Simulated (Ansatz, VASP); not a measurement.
# PbO2: VASP beside Ansatz

The input INCAR:

```
SYSTEM = PbO2
PREC = Accurate ; ENCUT = 520
EDIFF = 1E-7 ; ISMEAR = 0
SIGMA = 0.1 ; LREAL = .False.
LASPH = .True. ; NELM = 100
ALGO = Normal ; ISIF = 2
LWAVE = .False. ; LCHARG = .False.
GGA = PE ; NBANDS = 20
```

Contents of KPOINTS:

```
Automatic mesh
0
Gamma
  14 14 14
  0 0 0
```

File POSCAR:

```
PbO2
1.0
    0.0000000000      2.7911946896      2.7911946896
    2.7911946896      0.0000000000      2.7911946896
    2.7911946896      2.7911946896      0.0000000000
Pb O
1 2
Direct
    0.0000000000      0.0000000000      0.0000000000
    0.2500000000      0.2500000000      0.2500000000
    0.7500000000      0.7500000000      0.7500000000
```

Input for Ansatz:

```yaml
crystal:
  lattice:
    - [0.0, 2.7911946896, 2.7911946896]
    - [2.7911946896, 0.0, 2.7911946896]
    - [2.7911946896, 2.7911946896, 0.0]
  atoms:
    - { symbol: Pb, position: [0.0, 0.0, 0.0] }
    - { symbol: O, position: [0.25, 0.25, 0.25] }
    - { symbol: O, position: [0.75, 0.75, 0.75] }
basis:
  ecutwfc: 420
kpoints:
  mp_grid: { grid: [14, 14, 14] }
hamiltonian:
  xc: pbe
scf:
  occupations: { method: gaussian, width: 0.1 }
output:
  forces: true
  stress: true
  eigenvalues: true
```

Alike in both runs: task single point; functional PBE; k mesh 14 × 14 × 14; occupations gaussian, width 0.1 eV; no spin polarisation.

|  | VASP | Ansatz |
| --- | --- | --- |
| version | VASP 6.6.1 | Ansatz 0.2.0 |
| potentials or method | VASP PAW PBE potentials, release 64 (Pb_d, O) | scalar-relativistic, plane waves, PAW |
| plane-wave cutoff (eV) | 520 | 420 |
| valence electrons in the cell | 26 | 26 |

```tsv
	VASP	Ansatz	Ansatz less VASP
gap on the k mesh at the Fermi level (eV)	none	none	-
pressure (GPa)	-9.8	-9.9	-0.10
```

A gap of «none» marks a metal or a gap that the smearing closes.

Spin-orbit coupling is left out, which matters for the levels of Pb.
